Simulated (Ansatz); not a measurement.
A 2-atom cell of CdS started from a crystallographic database was put through Ansatz (plane waves). The cell was relaxed with r2SCAN and then strained, so it isn't that functional's minimum.

Structure:
```xyz
2
Lattice="0.0000 2.9392 2.9392 2.9392 0.0000 2.9392 2.9392 2.9392 0.0000" Properties=species:S:1:pos:R:3 pbc="T T T"
Cd    0.0000    0.0000    0.0000
S     1.4696    1.4696    1.4696
```

The log, with set-up remarks and timings taken out:
```
Functional definition: PBE
Crystal: 2 atoms, lattice volume = 50.784 Å³
Basis set: ecut = 420 eV, 965 PW (Γ)
Bands: 17, of which v1, the nominal top of the filled ones, is band 13 counted from 1 (12 counted from 0)
Symmetry: 24 space group operations
Space group: F-43m (ITA 216)
k-points: 8 of 64 (time reversal used)
SCF 1 converged in 6 iterations: F = -9157.791189 eV  dr2 = 1.50e-8
Free energy (F): -9157.791189 eV
Fermi energy:    6.607831 eV
--- G₀W₀: contour deformation, 7 samples at zero and on the imaginary axis and 3 off it, 64 q-points, 211 empty bands' worth ---
    ik  band        ε_KS         Σx   Σc(E_QP)       V_xc       Z   E_QP_lin       E_QP  E_QP is
     0    12      6.6078   -20.8451     2.2992   -17.9212  0.7208     5.9550     5.9832  root
     0    13      6.6078   -20.8451     2.2992   -17.9212  0.7208     5.9550     5.9832  root
     0    14      7.6917    -8.4076    -3.8787   -12.3333  0.7588     7.7388     7.7387  root
     0    15     13.1227    -6.3652    -4.5935   -11.2218  0.7434    13.3894    13.3858  root
     1    12      6.2284   -20.2510     2.3816   -17.2145  0.7187     5.5410     5.5736  root
     1    13      6.2284   -20.2510     2.3816   -17.2145  0.7187     5.5410     5.5736  root
     1    14      9.3271    -8.6138    -4.0692   -12.8259  0.7503     9.4709     9.4700  root
     1    15     12.8464    -6.8901    -4.5588   -11.6178  0.7356    13.0167    13.0153  root
     2    12      5.8885   -19.7245     2.4701   -16.5737  0.7160     5.1711     5.2079  root
     2    13      5.8885   -19.7245     2.4701   -16.5737  0.7160     5.1711     5.2079  root
     2    14      9.5731    -8.0062    -4.1895   -12.3801  0.7556     9.7593     9.7576  root
     2    15     13.5857    -6.4980    -4.5912   -11.3256  0.7362    13.8252    13.8221  root
     3    12      5.6307   -19.3826     2.5176   -16.1702  0.7145     4.8964     4.9360  root
     3    13      5.6307   -19.3826     2.5176   -16.1702  0.7145     4.8964     4.9360  root
     3    14     10.1386    -8.8587    -4.0992   -13.0969  0.7429    10.2785    10.2776  root
     3    15     11.4205    -6.7303    -4.2997   -11.2271  0.7544    11.6195    11.6175  root
     6    12      4.8078   -18.1526     2.7415   -14.6711  0.7047     4.0183     4.0678  root
     6    13      4.8078   -18.1526     2.7415   -14.6711  0.7047     4.0183     4.0678  root
     6    14     10.1890    -6.2844    -3.7677   -10.0189  0.7652    10.1557    10.1557  root
     6    15     10.9197    -8.7023    -4.3154   -13.3018  0.7478    11.2080    11.2036  root
     7    12      4.4425   -16.9823     2.7023   -13.5313  0.7021     3.6407     3.6937  root
     7    13      4.4999   -18.8394     2.9292   -15.1473  0.7031     3.6814     3.7371  root
     7    14     11.9233    -9.7550    -4.9258   -15.1199  0.7223    12.3750    12.3624  root
     7    15     12.0312    -7.1785    -4.0658   -11.3091  0.7464    12.0962    12.0959  root
```

The points are ik 0 = (0, 0, 0) (Γ), ik 1 = (0, 0, 1/4), ik 2 = (0, 0, -1/2) (L), ik 3 = (0, 1/4, 1/4), ik 6 = (0, -1/2, -1/2) (X), ik 7 = (1/4, -1/2, -1/4) (W); band 13 is the last filled one.

Problem. What input produced it? Give the YAML.

Solution.
```yaml
crystal:
  # lattice and atoms as above
kpoints:
  mp_grid: { grid: [4, 4, 4] }
hamiltonian:
  xc: pbe
scf:
  occupations: { method: fixed }
gw:
  n_empty_bands: 211
  ecut_chi: 150
  qp_bands: [v2, c2]
  qp_kpoints: band_edges
  screening: { model: contour_deformation }
```
The quasiparticle table needs the gw block. This is the file that was run; thresholds and some counts can't be read off the log exactly.

Run as `ansatz run input.yaml --threads 4 --pin off --max-ram 4608MiB --backend cpu --events-out ev --progress --plain --runs-dir out`. It took 18 s on 4 threads of Arm Neoverse V2, with other jobs on the host, load about 0.3 per core; peak host memory 0.77 GiB.

No spin polarisation and no zero-point or thermal motion.

The runs are scalar-relativistic, without spin-orbit coupling.
